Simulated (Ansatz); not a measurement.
Crystal: GaN.

```
CELL_PARAMETERS angstrom
0.00000 2.25350 2.25350
2.25350 0.00000 2.25350
2.25350 2.25350 0.00000
ATOMIC_POSITIONS crystal
Ga 0.00000 0.00000 0.00000
N 0.25000 0.25000 0.25000
```

The cell is a database's computed one.

| Property | Result |
| --- | --- |
| Program | Ansatz 0.2.0 |
| Task | relaxation of cell and atoms |
| Functional | PBEsol |
| Dispersion | D3(BJ) |
| Potentials or basis | Ansatz PAW |
| Cutoff | 420 eV (not typed: the program's choice for these potentials) |
| k mesh | 10 × 10 × 10 |
| Occupations | fermi-dirac, width 0.05 eV |
| Spin | no spin polarisation |

At the start: volume 11.44 Å³/atom.

Task: Where does the relaxation end?

Result: It ends after 7 steps and the volume is 11.19 Å³/atom (-2.2 %); space group F-43m (No. 216, to 0.05 Å).

The path:
| step | energy change (eV) | largest force (eV/Å) | volume (Å³) |
| --- | --- | --- | --- |
| 1 | 0.0000 | 0.0000 | 22.89 |
| 2 | -0.0067 | 0.0000 | 22.58 |
| 3 | -0.0085 | 0.0000 | 22.38 |
| 4 | -0.0085 | 0.0000 | 22.38 |
| 5 | -0.0071 | 0.0000 | 22.38 |
| 6 | -0.0071 | 0.0000 | 22.37 |
| 7 | -0.0070 | 0.0000 | 22.37 |

Final structure:
```
CELL_PARAMETERS angstrom
0.00000 2.23649 2.23649
2.23649 0.00000 2.23649
2.23649 2.23649 0.00000
ATOMIC_POSITIONS crystal
Ga 0.00000 0.00000 0.00000
N 0.25000 0.25000 0.25000
```

Caveat: the plane-wave basis is chosen anew once the cell has moved, so the energies of steps on either side of that aren't comparable; the pressure holds a Pulay correction of +0.5 GPa for the finite cutoff; the PAW data sets come from PBE, with cores solved anew for the run's functional, which leaves a small shift of forces and pressure.
